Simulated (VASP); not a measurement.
# TaC (Fm-3m) in VASP: notebook

Runs on TaC. Level: PBE. Tasks: relaxation of the atoms.

Everything below comes from runs of VASP 6.6.1. Logs are shortened: lines on timing, memory, paths and dates and some standing lists are left out, and cuts for length are marked.

**1. Starting point**

The structure is cubic, space group Fm-3m (No. 225). The conventional cell has a = 4.474 Å, b = 4.474 Å, c = 4.474 Å, α = 90.00°, β = 90.00°, γ = 90.00°. Ta (site symmetry m-3m) has 6 C at 2.24 Å as nearest neighbours. Around C (site symmetry m-3m) lie 6 Ta at 2.24 Å.

**2. Relaxation of the atoms, PBE (a relaxed cell with its volume scaled by 0.94)**

The input, INCAR:

```
ALGO     = Normal         # electronic algorithm
EDIFF    = 1E-7           # SCF threshold, eV
EDIFFG   = -0.01          # ionic threshold
ENCUT    = 300            # plane-wave cutoff, eV
GGA      = PE             # functional
IBRION   = 2              # ionic algorithm
ISIF     = 2              # what is computed and relaxed
ISMEAR   = 1              # smearing method
LASPH    = True           # aspherical terms in the spheres
LCHARG   = False          # write CHGCAR
LREAL    = False          # projectors in reciprocal space
LWAVE    = False          # write WAVECAR
NELM     = 80             # most SCF steps
NSW      = 40             # ionic steps
PREC     = Accurate       # precision mode
SIGMA    = 0.1            # smearing width, eV
```

The input, KPOINTS:

```
k-points
0
Gamma
  7 7 7
```

The input, POSCAR:

```
TaC                                     
1.0
    0.0000000000      2.1911334774      2.1911334774
    2.1911334774      0.0000000000      2.1911334774
    2.1911334774      2.1911334774      0.0000000000
  Ta              C             
     1     1
Direct
     0.0000000000000000    0.0000000000000000    0.0000000000000000
     0.5000000000000000    0.5000000000000000    0.5000000000000000
```

Potentials or basis: VASP PAW PBE potentials, release 64 (Ta_pv, C_s).

On the command line:

```sh
$ cat potpaw_PBE.64/Ta_pv/POTCAR potpaw_PBE.64/C_s/POTCAR > POTCAR
$ mpirun -np 1 vasp_std > vasp.out
```

OUTCAR:

```text
EDIFF = 1E-7
   EDIFFG = -0.01
   ENCUT = 300
   GGA = PE
   IBRION = 2
   ISIF = 2
   ISMEAR = 1
   LASPH = True
   LREAL = False
   NELM = 80
   NSW = 40
   PREC = Accurate

 ion  position               nearest neighbor table
   1  0.000  0.000  0.000-   2 2.19   2 2.19   2 2.19   2 2.19   2 2.19   2 2.19
   2  0.500  0.500  0.500-   1 2.19   1 2.19   1 2.19   1 2.19   1 2.19   1 2.19

  LATTYP: Found a face centered cubic cell.
 ALAT       =     4.3822669548

  Lattice vectors:

 A1 = (   0.0000000000,   2.1911334774,   2.1911334774)
 A2 = (   2.1911334774,   0.0000000000,   2.1911334774)
 A3 = (   2.1911334774,   2.1911334774,   0.0000000000)

Analysis of symmetry for initial positions (statically):
=====================================================================
 Subroutine PRICEL returns:
 Original cell was already a primitive cell.

 Routine SETGRP: Setting up the symmetry group for a
 face centered cubic supercell.

 Subroutine GETGRP returns: Found 48 space group operations
 (whereof 48 operations were pure point group operations)
 out of a pool of 48 trial point group operations.

The static configuration has the point symmetry O_h .

Analysis of symmetry for dynamics (positions and initial velocities):
=====================================================================
 Subroutine PRICEL returns:
 Original cell was already a primitive cell.

 Routine SETGRP: Setting up the symmetry group for a
 face centered cubic supercell.

 Subroutine GETGRP returns: Found 48 space group operations
 (whereof 48 operations were pure point group operations)
 out of a pool of 48 trial point group operations.

The dynamic configuration has the point symmetry O_h .

 Subroutine INISYM returns: Found 48 space group operations
 (whereof 48 operations are pure point group operations),
 and found     1 'primitive' translations

----------------------------------------------------------------------------------------

                                     Primitive cell

  volume of cell :      21.0396

  direct lattice vectors                    reciprocal lattice vectors
     0.000000000  2.191133477  2.191133477    -0.228192397  0.228192397  0.228192397
     2.191133477  0.000000000  2.191133477     0.228192397 -0.228192397  0.228192397
     2.191133477  2.191133477  0.000000000     0.228192397  0.228192397 -0.228192397

  length of vectors
     3.098730681  3.098730681  3.098730681     0.395240825  0.395240825  0.395240825

  position of ions in fractional coordinates (direct lattice)
     0.000000000  0.000000000  0.000000000
     0.500000000  0.500000000  0.500000000

  ion indices of the primitive-cell ions
   primitive index   ion index
                 1           1
                 2           2

----------------------------------------------------------------------------------------

 KPOINTS: k-points

Automatic generation of k-mesh.
 Grid dimensions read from file:
 generate k-points for:    7    7    7

 Generating k-lattice:

  Cartesian coordinates                     Fractional coordinates (reciprocal lattice)
    -0.032598914  0.032598914  0.032598914     0.142857143  0.000000000  0.000000000
     0.032598914 -0.032598914  0.032598914     0.000000000  0.142857143  0.000000000
     0.032598914  0.032598914 -0.032598914     0.000000000  0.000000000  0.142857143

  Length of vectors
     0.056462975  0.056462975  0.056462975

  Shift w.r.t. Gamma in fractional coordinates (k-lattice)
     0.000000000  0.000000000  0.000000000

 Subroutine IBZKPT returns following result:
 ===========================================

 Found     20 irreducible k-points:

 Following reciprocal coordinates:
            Coordinates               Weight
  0.000000  0.000000  0.000000      1.000000
  0.142857  0.000000  0.000000      8.000000
  0.285714  0.000000  0.000000      8.000000
  0.428571  0.000000  0.000000      8.000000
  0.142857  0.142857  0.000000      6.000000
  0.285714  0.142857  0.000000     24.000000
[... 12 lines left out ...]
 -0.428571  0.428571  0.142857     24.000000
 -0.285714  0.428571  0.142857     24.000000
   k-points           NKPTS =     20   k-points in BZ     NKDIM =     20   number of bands    NBANDS=     11
   number of dos      NEDOS =    301   number of ions     NIONS =      2
   total plane-waves  NPLWV =   5832
   dimension x,y,z NGX =    18 NGY =   18 NGZ =   18
   dimension x,y,z NGXF=    36 NGYF=   36 NGZF=   36
   ions per type =               1   1
   NGX,Y,Z   is equivalent  to a cutoff of   9.66,  9.66,  9.66 a.u.
   NGXF,Y,Z  is equivalent  to a cutoff of  19.31, 19.31, 19.31 a.u.
 SYSTEM =  unknown system
   PREC   = accura    normal or accurate (medium, high low for compatibility)
   ISTART =      0    job   : 0-new  1-cont  2-samecut
   ICHARG =      2    charge: 1-file 2-atom 10-const
   ISPIN  =      1    spin polarized calculation?
   LNONCOLLINEAR =      F non collinear calculations
   LSORBIT =      F    spin-orbit coupling
   LASPH  =      T    aspherical Exc in radial PAW
   ENCUT  =  300.0 eV  22.05 Ry    4.70 a.u.   4.38  4.38  4.38*2*pi/ulx,y,z
   NELM   =     80;   NELMIN=  2; NELMDL= -5     # of ELM steps
   EDIFF  = 0.1E-06   stopping-criterion for ELM
   LREAL  =      F    real-space projection
   EDIFFG = -.1E-01   stopping-criterion for IOM
   NSW    =     40    number of steps for IOM
   IBRION =      2    ionic relax: 0-MD 1-quasi-New 2-CG
   NFREE  =      1    steps in history (QN), initial steepest desc. (CG)
   ISIF   =      2    stress and relaxation
   ISYM   =      2    0-nonsym 1-usesym 2-fastsym
   POTIM  = 0.5000    time-step for ionic-motion
   TEBEG  =    0.0;   TEEND  =   0.0 temperature during run
   PSTRESS=    0.0 pullay stress
   NELECT =      15.0000    total number of electrons
   NUPDOWN=      -1.0000    fix difference up-down
   EMIN   =  10.00;   EMAX   =-10.00  energy-range for DOS
   EFERMI =   0.00;   METHOD = LEGACY
   ISMEAR =     1;   SIGMA  =   0.10  broadening in eV -4-tet -1-fermi 0-gaus
   EFERMI_NEDOS =   21; number of points for ismear=-14 and -15
   IALGO  =     38    algorithm
   IMIX   =      4    mixing-type and parameters
     AMIX     =   0.40;   BMIX     =  1.00
     AMIX_MAG =   1.60;   BMIX_MAG =  1.00
  volume/ion in A,a.u.               =      10.52        70.99
  Fermi-wavevector in a.u.,A,eV,Ry     =   1.462491  2.763707 29.101212  2.138879
  Thomas-Fermi vector in A             =   2.578698
   LORBIT       =      0    0 simple, 1 ext, 2 COOP (PROOUT), +10 PAW based schemes
   GGA     = PE    functional components
   LHFCALC =     F    Hartree Fock is set to
   AEXX    =    0.0000 exact exchange contribution
   IVDW    =     0    specifies the selected vdW correction
   LEPSILON=     F    determine dielectric tensor
   LRPA    =     F    only Hartree local field effects (RPA)
 conjugate gradient relaxation of ions
 non-spin polarized calculation
 Methfessel and Paxton  Order N= 1 SIGMA  =   0.10
  energy-cutoff  :      300.00
  volume of cell :       21.04
 maximum number of plane-waves:       262
 NGX is ok and might be reduce to    18
   NGX =  9   NGY =  9   NGZ =  9

 number of electron      14.9999997 magnetization

 Free energy of the ion-electron system (eV)
  ---------------------------------------------------
  ext. energy  EPLUGINS =         0.00000000
  ---------------------------------------------------
  free energy    TOTEN  =       -22.10037691 eV

  energy without entropy =      -22.09849819  energy(sigma->0) =      -22.09975067

 E-fermi :   9.2601     XC(G=0): -13.4588

 val. band max:        9.2476353242   @ k =  -0.4286   0.2857   0.0000
 cond. band min:       9.5574288021   @ k =   0.4286   0.1429   0.0000
 fundamental gap:      0.3097934779
 Fermi energy:         9.2600625534

 k-point     1 :       0.0000    0.0000    0.0000
  band No.  band energies     occupation
      1     -25.6185      2.00000
      2     -25.6185      2.00000
      3     -25.6185      2.00000
      4      -5.8583      2.00000
      5       7.8810      2.00000
      6       7.8810      2.00000
      7       7.8810      2.00000
      8       8.7998      2.00000
      9       8.7998      2.00000
     10       8.7998      2.00000
     11      10.0237     -0.00000

 k-point     2 :       0.1429    0.0000    0.0000
  band No.  band energies     occupation
      1     -25.7903      2.00000
      2     -25.6353      2.00000
      3     -25.6353      2.00000
      4      -5.2532      2.00000
      5       5.8734      2.00000
      6       6.4410      2.00000
      7       6.4410      2.00000
      8       8.7095      2.00000
      9       8.7095      2.00000
     10       9.7434     -0.00000
     11      12.7562      0.00000

 k-point     3 :       0.2857    0.0000    0.0000
  band No.  band energies     occupation
      1     -26.1574      2.00000
      2     -25.6725      2.00000
      3     -25.6725      2.00000
      4      -3.6816      2.00000
      5       3.2464      2.00000
      6       4.6169      2.00000
      7       4.6169      2.00000
      8      10.2076     -0.00000
      9      10.2076     -0.00000
     10      10.6971     -0.00000
     11      16.3302      0.00000
[... 211 lines left out ...]
 k-point    19 :      -0.4286    0.4286    0.1429
  band No.  band energies     occupation
      1     -26.2875      2.00000
      2     -25.9900      2.00000
      3     -25.8964      2.00000
      4      -3.1053      2.00000
      5       3.7529      2.00000
      6       4.2423      2.00000
      7       5.2080      2.00000
      8       8.8954      2.00000
      9      12.8540      0.00000
     10      13.7540      0.00000
     11      13.9825      0.00000

 k-point    20 :      -0.2857    0.4286    0.1429
  band No.  band energies     occupation
      1     -26.1838      2.00000
      2     -26.1454      2.00000
      3     -25.8787      2.00000
      4      -2.6740      2.00000
      5       3.1408      2.00000
      6       4.2169      2.00000
      7       4.5952      2.00000
      8      10.1361     -0.00000
      9      11.6533      0.00000
     10      13.6920      0.00000
     11      15.3411      0.00000

------------------------ aborting loop because EDIFF is reached ----------------------------------------

  FORCE on cell =-STRESS in cart. coord.  units (eV):
  Direction    XX          YY          ZZ          XY          YZ          ZX
  --------------------------------------------------------------------------------------
  -------------------------------------------------------------------------------------
  Total        3.0500857      3.0500857      3.0500857      0.0000000      0.0000000      0.0000000
  in kB      232.2662627    232.2662627    232.2662627      0.0000000      0.0000000      0.0000000
  external PRESSURE =     232.2662627 kB  Pullay stress =       0.0000000 kB

 VOLUME and BASIS-vectors are now :
 -----------------------------------------------------------------------------
  energy-cutoff  :      300.00
  volume of cell :       21.04
      direct lattice vectors                 reciprocal lattice vectors
     0.000000000  2.191133477  2.191133477    -0.228192397  0.228192397  0.228192397
     2.191133477  0.000000000  2.191133477     0.228192397 -0.228192397  0.228192397
     2.191133477  2.191133477  0.000000000     0.228192397  0.228192397 -0.228192397

 POSITION                                       TOTAL-FORCE (eV/Angst)
 -----------------------------------------------------------------------------------
      0.00000      0.00000      0.00000         0.000000      0.000000      0.000000
      2.19113      2.19113      2.19113        -0.000000      0.000000     -0.000000
 -----------------------------------------------------------------------------------
    total drift:                               -0.000000      0.000000      0.000000

  FREE ENERGIE OF THE ION-ELECTRON SYSTEM (eV)
  ---------------------------------------------------
  free  energy   TOTEN  =       -22.1003769092 eV

  energy  without entropy=      -22.0984981912  energy(sigma->0) =      -22.09975067

 reached required accuracy - stopping structural energy minimisation
```

Wall time 3.8 s (1 thread of Intel Xeon Platinum 8259CL at 2.50GHz (Skylake/Cascade Lake), shared host); peak memory 0.11 GiB.

Results:

- Free energy: -22.1004 eV
- Band gap on the k mesh: none (metal or under the smearing width)

Final structure:
```
CELL_PARAMETERS angstrom
0.00000 2.19113 2.19113
2.19113 0.00000 2.19113
2.19113 2.19113 0.00000
ATOMIC_POSITIONS crystal
Ta 0.00000 0.00000 0.00000
C 0.50000 0.50000 0.50000
```

Caveat: the cutoff is under 1.25 times the usual one of these potentials, so pressure, stress and relaxed cells hold a basis-set (Pulay) error; the relaxation stopped at its first step, so nothing moved. Spin-orbit coupling is left out, which matters for the levels of Ta.

**3. Relaxation of the atoms, PBE (a relaxed cell with its volume scaled by 0.96)**

INCAR is that of step 2.

KPOINTS is that of step 2.

The input, POSCAR:

```
TaC                                     
1.0
    0.0000000000      2.2065645032      2.2065645032
    2.2065645032      0.0000000000      2.2065645032
    2.2065645032      2.2065645032      0.0000000000
  Ta              C             
     1     1
Direct
     0.0000000000000000    0.0000000000000000    0.0000000000000000
     0.5000000000000000    0.5000000000000000    0.5000000000000000
```

Potentials or basis: VASP PAW PBE potentials, release 64 (Ta_pv, C_s).

On the command line:

```sh
$ cat potpaw_PBE.64/Ta_pv/POTCAR potpaw_PBE.64/C_s/POTCAR > POTCAR
$ mpirun -np 1 vasp_std > vasp.out
```

Run time: 4.2 s. Hardware: 1 thread of Intel Xeon Platinum 8259CL at 2.50GHz (Skylake/Cascade Lake), shared host; peak memory 0.11 GiB.

The run converged. Its results:

| Property | Result |
| --- | --- |
| Free energy | -22.1559 eV |
| Band gap on the k mesh | none (metal or under the smearing width) |

Final structure:
```cif
data_structure
_symmetry_space_group_name_H-M 'P 1'
_symmetry_Int_Tables_number 1
_cell_length_a 3.1206
_cell_length_b 3.1206
_cell_length_c 3.1206
_cell_angle_alpha 60.000
_cell_angle_beta 60.000
_cell_angle_gamma 60.000
_cell_volume 21.49
loop_
_atom_site_label
_atom_site_type_symbol
_atom_site_fract_x
_atom_site_fract_y
_atom_site_fract_z
_atom_site_occupancy
Ta1 Ta 0.00000 0.00000 0.00000 1
C1 C 0.50000 0.50000 0.50000 1
```

Levels at points of the mesh, in eV from the Fermi level:
```
           k point  band 6  band 7  band 8  band 9  band 10  band 11
(0.00, 0.00, 0.00)   -1.34   -1.34   -0.45   -0.45    -0.45     0.74
```

Caveat: the cutoff is under 1.25 times the usual one of these potentials, so pressure, stress and relaxed cells hold a basis-set (Pulay) error; the relaxation stopped at its first step, so nothing moved. Spin-orbit coupling is left out, which matters for the levels of Ta.

[end of part 1 of 2]
